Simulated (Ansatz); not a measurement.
# Ga6H: the cost of one run

Method: DFT PBE, scalar-relativistic, plane waves, PAW, in Ansatz 0.2.0.

10 further runs of the same task are left out: 1 for a known fault of the program, 1 that didn't finish, 8 set aside as unsound or not needed.

### Step 1. The system as given

Symmetry: I-43d, No. 220, cubic system. The conventional cell has a = 6.104 Å, b = 6.104 Å, c = 6.104 Å, α = 90.00°, β = 90.00°, γ = 90.00°. Ga (site symmetry -4) is surrounded by 8 Ga at 2.85 Å.

Structure file:

```cif
data_structure
_symmetry_space_group_name_H-M 'P 1'
_symmetry_Int_Tables_number 1
_cell_length_a 5.2862
_cell_length_b 5.2862
_cell_length_c 5.2862
_cell_angle_alpha 109.471
_cell_angle_beta 109.471
_cell_angle_gamma 109.471
_cell_volume 113.71
loop_
_atom_site_label
_atom_site_type_symbol
_atom_site_fract_x
_atom_site_fract_y
_atom_site_fract_z
_atom_site_occupancy
Ga1 Ga 0.25000 0.62500 0.37500 1
Ga2 Ga 0.37500 0.25000 0.62500 1
Ga3 Ga 0.75000 0.87500 0.12500 1
Ga4 Ga 0.12500 0.75000 0.87500 1
Ga5 Ga 0.62500 0.37500 0.25000 1
Ga6 Ga 0.87500 0.12500 0.75000 1
```

This cell was relaxed beforehand with the same method: volume 18.95 Å³/atom, gap on the mesh none (metal).

Reference energy of this cell: -22697.9437 eV (6 atoms, 8×8×8 mesh, zero smearing).

### Step 2. Case: 1 H put on empty site 2 in one host cell

The empty site lies 1.82 Å from the nearest host atom; the cell of 1 host cell is widened for the start only if the site is tight.

The cell holds 6 Ga, 1 H: a = 5.286 Å, b = 5.286 Å, c = 5.286 Å, α = 109.47°, β = 109.47°, γ = 109.47°.

### Step 3. Probe: one point at the start

input.yaml

```yaml
crystal:
  lattice:
    - [-3.0519850374, 3.0519850374, 3.0519850374]
    - [3.0519850374, -3.0519850374, 3.0519850374]
    - [3.0519850374, 3.0519850374, -3.0519850374]
  atoms:
    - { symbol: Ga, position: [0.25, 0.625, 0.375] }
    - { symbol: Ga, position: [0.375, 0.25, 0.625] }
    - { symbol: Ga, position: [0.75, 0.875, 0.125] }
    - { symbol: Ga, position: [0.125, 0.75, 0.875] }
    - { symbol: Ga, position: [0.625, 0.375, 0.25] }
    - { symbol: Ga, position: [0.875, 0.125, 0.75] }
    - { symbol: H, position: [0.9166666667, 0.6666666667, 0.25] }
basis:
  ecutwfc: 420
kpoints:
  mp_grid: { grid: [4, 4, 4] }
hamiltonian:
  xc: pbe
scf:
  occupations: { method: gaussian, width: 0.1 }
output:
  forces: true
  stress: true
  eigenvalues: true
```

Started as:

```bash
$ ansatz run input.yaml --threads 2 --pin off --max-ram 5120MiB --backend cpu --events-out ev --progress --plain --runs-dir out
```

What time and memory should one allow on 2 threads of INTEL XEON PLATINUM 8581C at 2.10GHz (Emerald Rapids), shared host?

About 3.7 s, with a peak of 0.45 GiB.
